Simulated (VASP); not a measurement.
# GaAs (F-43m) in VASP: a series of runs

One crystal, GaAs, is run at these levels: HSE06; tasks: single point.

Everything below comes from runs of VASP 6.6.1. Logs are shortened: lines on timing, memory, paths and dates and some standing lists are left out, and cuts for length are marked.

## Step 1: The structure

The structure is cubic, space group F-43m (No. 216). Conventional cell: a = 5.654 Å, b = 5.654 Å, c = 5.654 Å, α = 90.00°, β = 90.00°, γ = 90.00°. As (site symmetry -43m) has 4 Ga at 2.45 Å as nearest neighbours. Ga (site symmetry -43m) has 4 As at 2.45 Å as nearest neighbours.

## Step 2: Single point, HSE06

File POSCAR:

```
GaAs
1.0
    0.0000000000      2.8268500000      2.8268500000
    2.8268500000      0.0000000000      2.8268500000
    2.8268500000      2.8268500000      0.0000000000
As Ga
1 1
Direct
    0.7500000000      0.7500000000      0.7500000000
    0.0000000000      0.0000000000      0.0000000000
```

File INCAR.step1:

```
ALGO = Normal
EDIFF = 1E-5
ENCUT = 350
GGA = PE
ISIF = 2
ISMEAR = 0
LASPH = T
LCHARG = F
LREAL = F
LWAVE = T
NBANDS = 17
NELM = 100
NKRED = 1
PREC = Accurate
SIGMA = 0.01
```

File INCAR.step2:

```
ALGO = Normal
EDIFF = 1E-6
ENCUT = 350
GGA = PE
HFSCREEN = 0.2
ISIF = 2
ISMEAR = 0
ISTART = 1
LASPH = T
LCHARG = F
LHFCALC = T
LREAL = F
LWAVE = F
NBANDS = 17
NELM = 100
NKRED = 1
PREC = Accurate
PRECFOCK = Low
SIGMA = 0.01
```

File KPOINTS:

```
k-points
0
Gamma
  4 4 4
```

Potentials or basis: VASP PAW PBE potentials, release 64 (As, Ga_d).

Command:

```console
> cat potpaw_PBE.64/As/POTCAR potpaw_PBE.64/Ga_d/POTCAR > POTCAR
> cp INCAR.step1 INCAR
> mpirun -np 1 vasp_std > vasp.out
> cp INCAR.step2 INCAR
> mpirun -np 1 vasp_std > vasp.out
```

OUTCAR:

```text
EDIFF = 1E-6
   ENCUT = 350
   GGA = PE
   HFSCREEN = 0.2
   ISIF = 2
   ISMEAR = 0
   ISTART = 1
   LASPH = T
   LHFCALC = T
   LREAL = F
   NELM = 100
   NKRED = 1
   PREC = Accurate
   PRECFOCK = Low

 Found      8 irreducible k-points:

 Following reciprocal coordinates:
            Coordinates               Weight
  0.000000  0.000000  0.000000      1.000000
  0.250000  0.000000  0.000000      8.000000
  0.500000  0.000000  0.000000      4.000000
  0.250000  0.250000  0.000000      6.000000
  0.500000  0.250000  0.000000     24.000000
 -0.250000  0.250000  0.000000     12.000000
   k-points           NKPTS =      8   k-points in BZ     NKDIM =     64   number of bands    NBANDS=     17
   number of dos      NEDOS =    301   number of ions     NIONS =      2
   total plane-waves  NPLWV =  13824
   dimension x,y,z NGX =    24 NGY =   24 NGZ =   24
   dimension x,y,z NGXF=    48 NGYF=   48 NGZF=   48
   ions per type =               1   1
   NGX,Y,Z   is equivalent  to a cutoff of   9.98,  9.98,  9.98 a.u.
   NGXF,Y,Z  is equivalent  to a cutoff of  19.96, 19.96, 19.96 a.u.
 SYSTEM =  unknown system
   PREC   = accura    normal or accurate (medium, high low for compatibility)
   ISTART =      1    job   : 0-new  1-cont  2-samecut
   ICHARG =      0    charge: 1-file 2-atom 10-const
   ISPIN  =      1    spin polarized calculation?
   LNONCOLLINEAR =      F non collinear calculations
   LSORBIT =      F    spin-orbit coupling
   LASPH  =      T    aspherical Exc in radial PAW
   ENCUT  =  350.0 eV  25.72 Ry    5.07 a.u.   6.10  6.10  6.10*2*pi/ulx,y,z
   NELM   =    100;   NELMIN=  2; NELMDL=  0     # of ELM steps
   EDIFF  = 0.1E-05   stopping-criterion for ELM
   LREAL  =      F    real-space projection
   EDIFFG = 0.1E-04   stopping-criterion for IOM
   NSW    =      0    number of steps for IOM
   IBRION =     -1    ionic relax: 0-MD 1-quasi-New 2-CG
   NFREE  =      0    steps in history (QN), initial steepest desc. (CG)
   ISIF   =      2    stress and relaxation
   ISYM   =      3    0-nonsym 1-usesym 2-fastsym
   POTIM  = 0.5000    time-step for ionic-motion
   TEBEG  =    0.0;   TEEND  =   0.0 temperature during run
   PSTRESS=    0.0 pullay stress
   NELECT =      18.0000    total number of electrons
   NUPDOWN=      -1.0000    fix difference up-down
   EMIN   =  10.00;   EMAX   =-10.00  energy-range for DOS
   EFERMI =   0.00;   METHOD = LEGACY
   ISMEAR =     0;   SIGMA  =   0.01  broadening in eV -4-tet -1-fermi 0-gaus
   EFERMI_NEDOS =   21; number of points for ismear=-14 and -15
   IALGO  =     38    algorithm
   IMIX   =      1    mixing-type and parameters
     AMIX     =   0.40;   BMIX     =  1.00
     AMIX_MAG =   1.60;   BMIX_MAG =  1.00
  volume/ion in A,a.u.               =      22.59       152.44
  Fermi-wavevector in a.u.,A,eV,Ry     =   1.204628  2.276417 19.743799  1.451128
  Thomas-Fermi vector in A             =   2.340347
   LORBIT       =      0    0 simple, 1 ext, 2 COOP (PROOUT), +10 PAW based schemes
   GGA     = PE    functional components
   LHFCALC =     T    Hartree Fock is set to
   PRECFOCK=low       Normal, Fast or Accurate (Low or Medium for compatibility)
   ENCUT4O =  -1.0   cutoff for four orbital integrals eV
   NKREDX  =     1    reduce k-point grid by
   NKREDY  =     1    reduce k-point grid by
   NKREDZ  =     1    reduce k-point grid by
   AEXX    =    0.2500 exact exchange contribution
   HFSCREEN=    0.2000 screening length (either q_TF or 0.3 A-1)
   HFSCREENC=   0.2000 screening length for correlation (either q_TF or 0.3 A-1)
   ENCUTFOCK=  -1.0 apply spherical cutoff to Coloumb kernel
   IVDW    =     0    specifies the selected vdW correction
   LEPSILON=     F    determine dielectric tensor
   LRPA    =     F    only Hartree local field effects (RPA)
 non-spin polarized calculation
 Gauss-broadening in eV      SIGMA  =   0.01
  energy-cutoff  :      350.00
  volume of cell :       45.18
 maximum number of plane-waves:       692
  NGX = 14; NGY = 14; NGZ = 14

 number of electron      18.0000029 magnetization

 Free energy of the ion-electron system (eV)
  ---------------------------------------------------
  ext. energy  EPLUGINS =         0.00000000
  ---------------------------------------------------
  free energy    TOTEN  =        -9.73504055 eV

  energy without entropy =       -9.73504055  energy(sigma->0) =       -9.73504055

 E-fermi :   3.5981     XC(G=0):  -7.9353

 val. band max:        3.5090045994   @ k =   0.0000   0.0000   0.0000
 cond. band min:       4.9975584489   @ k =   0.0000   0.0000   0.0000
 fundamental gap:      1.4885538495
 Fermi energy:         3.5980549472

 k-point     1 :       0.0000    0.0000    0.0000
  band No.  band energies     occupation
      1     -13.8722      2.00000
      2     -13.8722      2.00000
      3     -13.8716      2.00000
      4     -13.7914      2.00000
      5     -13.7914      2.00000
      6     -10.4318      2.00000
[... 9 lines left out ...]
     16      14.6273      0.00000
     17      16.1047      0.00000

 k-point     2 :       0.2500    0.0000    0.0000
  band No.  band energies     occupation
      1     -13.8991      2.00000
      2     -13.8620      2.00000
      3     -13.8616      2.00000
      4     -13.7914      2.00000
      5     -13.7913      2.00000
      6      -9.6842      2.00000
[... 9 lines left out ...]
     16      13.4826      0.00000
     17      16.6145      0.00000

 k-point     3 :       0.5000    0.0000    0.0000
  band No.  band energies     occupation
      1     -13.9245      2.00000
      2     -13.8537      2.00000
      3     -13.8534      2.00000
      4     -13.7888      2.00000
      5     -13.7886      2.00000
      6      -8.5092      2.00000
[... 9 lines left out ...]
     16      16.5756      0.00000
     17      17.4087      0.00000

 k-point     4 :       0.2500    0.2500    0.0000
  band No.  band energies     occupation
      1     -13.9168      2.00000
      2     -13.8508      2.00000
      3     -13.8504      2.00000
      4     -13.8012      2.00000
      5     -13.7860      2.00000
      6      -9.4254      2.00000
[... 9 lines left out ...]
     16      16.1243      0.00000
     17      18.3112      0.00000

 k-point     5 :       0.5000    0.2500    0.0000
  band No.  band energies     occupation
      1     -13.9360      2.00000
      2     -13.8442      2.00000
      3     -13.8400      2.00000
      4     -13.8011      2.00000
      5     -13.7855      2.00000
      6      -8.1870      2.00000
[... 9 lines left out ...]
     16      17.3280      0.00000
     17      17.8202      0.00000

 k-point     6 :      -0.2500    0.2500    0.0000
  band No.  band energies     occupation
      1     -13.9234      2.00000
      2     -13.8504      2.00000
      3     -13.8493      2.00000
      4     -13.7931      2.00000
      5     -13.7916      2.00000
      6      -8.6452      2.00000
[... 9 lines left out ...]
     16      17.4261      0.00000
     17      17.9257      0.00000

 [... further k-points ...]
[... 5 lines left out ...]
  --------------------------------------------------------------------------------------
  -------------------------------------------------------------------------------------
  Total        0.3178136      0.3178136      0.3178136     -0.0000000     -0.0000000      0.0000000
  in kB       11.2705421     11.2705421     11.2705421     -0.0000000     -0.0000000      0.0000000
  external PRESSURE =      11.2705421 kB  Pullay stress =       0.0000000 kB

 VOLUME and BASIS-vectors are now :
 -----------------------------------------------------------------------------
  energy-cutoff  :      350.00
  volume of cell :       45.18
      direct lattice vectors                 reciprocal lattice vectors
     0.000000000  2.826850000  2.826850000    -0.176875321  0.176875321  0.176875321
     2.826850000  0.000000000  2.826850000     0.176875321 -0.176875321  0.176875321
     2.826850000  2.826850000  0.000000000     0.176875321  0.176875321 -0.176875321

 POSITION                                       TOTAL-FORCE (eV/Angst)
 -----------------------------------------------------------------------------------
      4.24027      4.24027      4.24027        -0.000000     -0.000000     -0.000000
      0.00000      0.00000      0.00000         0.000000      0.000000      0.000000
 -----------------------------------------------------------------------------------
    total drift:                               -0.000081     -0.000091     -0.000060

  FREE ENERGIE OF THE ION-ELECTRON SYSTEM (eV)
  ---------------------------------------------------
  free  energy   TOTEN  =        -9.7350405523 eV

  energy  without entropy=       -9.7350405523  energy(sigma->0) =       -9.73504055
```

Wall time 59 s (1 thread of Intel Xeon 6975P-C (Granite Rapids), shared host); peak memory 0.24 GiB.

These settings aren't checked as converged: the numbers below hold their error.

Results:

```yaml
Free_energy: -9.7350 eV
Pressure: 1.1 GPa
Band_gap_on_the_k_mesh: 1.49 eV, direct
```

Caveat: the k mesh is coarse (spacing up to 0.48 Å⁻¹), so the values aren't converged, least of all with exact exchange; the cutoff is under 1.25 times the usual one of these potentials, so pressure, stress and relaxed cells hold a basis-set (Pulay) error; the PAW data sets were made with another functional, which shifts forces and pressure a little.

## Step 3: Single point, HSE06

POSCAR is that of step 2.

INCAR.step1 is that of step 2.

Edit INCAR.step2 of step 2 so:

```diff
@@ -17,3 +17,3 @@
 PREC = Accurate
-PRECFOCK = Low
+PRECFOCK = Accurate
 SIGMA = 0.01
```

KPOINTS is that of step 2.

Potentials or basis: VASP PAW PBE potentials, release 64 (As, Ga_d).

Command:

```console
> cat potpaw_PBE.64/As/POTCAR potpaw_PBE.64/Ga_d/POTCAR > POTCAR
> cp INCAR.step1 INCAR
> mpirun -np 1 vasp_std > vasp.out
> cp INCAR.step2 INCAR
> mpirun -np 1 vasp_std > vasp.out
```

OUTCAR:

```text
EDIFF = 1E-6
   ENCUT = 350
   GGA = PE
   HFSCREEN = 0.2
   ISIF = 2
   ISMEAR = 0
   ISTART = 1
   LASPH = T
   LHFCALC = T
   LREAL = F
   NELM = 100
   NKRED = 1
   PREC = Accurate
   PRECFOCK = Accurate

 Found      8 irreducible k-points:

 Following reciprocal coordinates:
            Coordinates               Weight
  0.000000  0.000000  0.000000      1.000000
  0.250000  0.000000  0.000000      8.000000
  0.500000  0.000000  0.000000      4.000000
  0.250000  0.250000  0.000000      6.000000
  0.500000  0.250000  0.000000     24.000000
 -0.250000  0.250000  0.000000     12.000000
   k-points           NKPTS =      8   k-points in BZ     NKDIM =     64   number of bands    NBANDS=     17
   number of dos      NEDOS =    301   number of ions     NIONS =      2
   total plane-waves  NPLWV =  13824
   dimension x,y,z NGX =    24 NGY =   24 NGZ =   24
   dimension x,y,z NGXF=    48 NGYF=   48 NGZF=   48
   ions per type =               1   1
   NGX,Y,Z   is equivalent  to a cutoff of   9.98,  9.98,  9.98 a.u.
   NGXF,Y,Z  is equivalent  to a cutoff of  19.96, 19.96, 19.96 a.u.
 SYSTEM =  unknown system
   PREC   = accura    normal or accurate (medium, high low for compatibility)
   ISTART =      1    job   : 0-new  1-cont  2-samecut
   ICHARG =      0    charge: 1-file 2-atom 10-const
[... 56 lines left out ...]
  ext. energy  EPLUGINS =         0.00000000
  ---------------------------------------------------
  free energy    TOTEN  =        -9.73761166 eV

  energy without entropy =       -9.73761166  energy(sigma->0) =       -9.73761166

 E-fermi :   3.5980     XC(G=0):  -7.9353

 val. band max:        3.5090180804   @ k =   0.0000   0.0000   0.0000
 cond. band min:       4.9971903984   @ k =   0.0000   0.0000   0.0000
 fundamental gap:      1.4881723180
 Fermi energy:         3.5979958561

 k-point     1 :       0.0000    0.0000    0.0000
  band No.  band energies     occupation
      1     -13.8716      2.00000
      2     -13.8716      2.00000
      3     -13.8715      2.00000
      4     -13.7908      2.00000
      5     -13.7908      2.00000
      6     -10.4321      2.00000
[... 97 lines left out ...]
      4     -13.7927      2.00000
      5     -13.7911      2.00000
      6      -8.6455      2.00000
[... 9 lines left out ...]
     16      17.4261      0.00000
     17      17.9255      0.00000

 [... further k-points ...]
[... 5 lines left out ...]
  --------------------------------------------------------------------------------------
  -------------------------------------------------------------------------------------
  Total        0.3050315      0.3050315      0.3050315     -0.0000000      0.0000000      0.0000000
  in kB       10.8172525     10.8172525     10.8172525     -0.0000000      0.0000000      0.0000000
  external PRESSURE =      10.8172525 kB  Pullay stress =       0.0000000 kB

 VOLUME and BASIS-vectors are now :
 -----------------------------------------------------------------------------
  energy-cutoff  :      350.00
  volume of cell :       45.18
      direct lattice vectors                 reciprocal lattice vectors
     0.000000000  2.826850000  2.826850000    -0.176875321  0.176875321  0.176875321
     2.826850000  0.000000000  2.826850000     0.176875321 -0.176875321  0.176875321
     2.826850000  2.826850000  0.000000000     0.176875321  0.176875321 -0.176875321

 POSITION                                       TOTAL-FORCE (eV/Angst)
 -----------------------------------------------------------------------------------
      4.24027      4.24027      4.24027         0.000000      0.000000      0.000000
      0.00000      0.00000      0.00000        -0.000000     -0.000000     -0.000000
 -----------------------------------------------------------------------------------
    total drift:                               -0.000091     -0.000091     -0.000065

  FREE ENERGIE OF THE ION-ELECTRON SYSTEM (eV)
  ---------------------------------------------------
  free  energy   TOTEN  =        -9.7376116604 eV

  energy  without entropy=       -9.7376116604  energy(sigma->0) =       -9.73761166
```

It took 5.4 min on 1 thread of Intel Xeon 6975P-C (Granite Rapids), shared host; peak memory 0.25 GiB.

These settings aren't checked as converged: the numbers below hold their error.

Results:

```yaml
Free_energy: -9.7376 eV
Pressure: 1.1 GPa
Band_gap_on_the_k_mesh: 1.49 eV, direct
```

Caveat: the k mesh is coarse (spacing up to 0.48 Å⁻¹), so the values aren't converged, least of all with exact exchange; the cutoff is under 1.25 times the usual one of these potentials, so pressure, stress and relaxed cells hold a basis-set (Pulay) error; the PAW data sets were made with another functional, which shifts forces and pressure a little.

(Continued in part 2 of 2.)
